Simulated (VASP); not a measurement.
## CuO: elastic constants with r2SCAN

The system is CuO.

```
Cu O
1.0
     3.28802    0.00000    0.00000
    -1.64401    2.84751    0.00000
     0.00000    0.00000    5.38502
Cu O
2 2
Direct
  0.66667 0.33333 0.00000
  0.33333 0.66667 0.50000
  0.66667 0.33333 0.62520
  0.33333 0.66667 0.12520
```

Measurements of this composition are mostly on another form, of space group No. 15.

```yaml
Program: VASP 6.6.1
Task: elastic constants
Functional: r2SCAN
Potentials_or_basis: VASP PAW PBE potentials, release 64 (Cu, O)
Cutoff: 600 eV
k_mesh: 5 × 5 × 3
Occupations: gaussian, width 0.05 eV
Spin: no spin polarisation
Ions_in_elastic_constants: relaxed
Further_INCAR_settings: ALGO = Normal; EDIFF = 1e-08; IBRION = 6; POTIM = 0.015; NSW = 1; ISIF = 3
```

| Item | Value |
| --- | --- |
| Relaxed volume | 11.15 Å³/atom |
| Relaxed cell | a = 3.116 Å, b = 3.116 Å, c = 5.302 Å, α = 90.00°, β = 90.00°, γ = 120.00° |
| Space group after relaxing (to 0.05 Å) | P6_3mc (No. 186) |
| Voigt bulk modulus | 157 GPa |
| Highest phonon frequency at Γ, LO-TO splitting left out | 503 cm⁻¹ |

The path:
```csv
step,energy change (eV),largest force (eV/Å),pressure (GPa),volume (Å³)
1,0.0000,0.0550,-14.08,50.42
2,-0.2286,0.1127,8.11,42.76
3,-0.2775,0.0969,-0.02,44.78
4,-0.2774,0.0977,0.36,44.67
5,-0.2805,0.0747,0.38,44.65
6,-0.2858,0.0398,0.39,44.57
7,-0.2840,0.0369,0.27,44.39
8,-0.2873,0.0348,0.37,44.51
9,-0.2874,0.0235,0.34,44.49
10,-0.2874,0.0278,0.35,44.50
11,-0.2869,0.0497,-0.76,44.81
12,-0.2877,0.0003,-0.06,44.61
13,-0.2877,0.0023,-0.03,44.60
14,-0.2877,0.0060,0.06,44.58
15,-0.2877,0.0006,-0.01,44.60
16,-0.2877,0.0010,0.00,44.59
```

Final structure:
```yaml
crystal:
  lattice:
    - [3.11639, 0.00000, 0.00000]
    - [-1.55819, 2.69887, 0.00000]
    - [0.00000, 0.00000, 5.30205]
  atoms:
    - { symbol: Cu, position: [0.66667, 0.33333, 0.99352] }
    - { symbol: Cu, position: [0.33333, 0.66667, 0.49352] }
    - { symbol: O, position: [0.66667, 0.33333, 0.63168] }
    - { symbol: O, position: [0.33333, 0.66667, 0.13168] }
```

Phonon frequencies in cm⁻¹ (negative: imaginary):
```csv
q point,frequencies
"(0.000, 0.000, 0.000)",-1 -1 -1 64 64 248 326 326 328 328 407 503
```

Elastic tensor in Voigt notation (GPa, in the Cartesian axes of the cell as first typed):
```
162 142 138   0   0   0
142 162 138   0   0   0
138 138 258   0   0   0
  0   0   0   9   0   0
  0   0   0   0   9   0
  0   0   0   0   0  10
```

Clamped-ion elastic tensor (GPa):
```
223 133  93   0   0   0
133 223  93   0   0   0
 93  93 335   0   0   0
  0   0   0  42   0   0
  0   0   0   0  42   0
  0   0   0   0   0  45
```

It took 28 min on 1 thread of Intel(R) Xeon(R) 6975P-C (Granite Rapids) (shared host), peak memory 0.25 GiB.

Caveat: the k mesh is coarse (spacing up to 0.44 Å⁻¹), so the values aren't converged; the PAW data sets were made with another functional, which shifts forces and pressure a little; the run has no spin polarisation, though such a crystal can be magnetic.
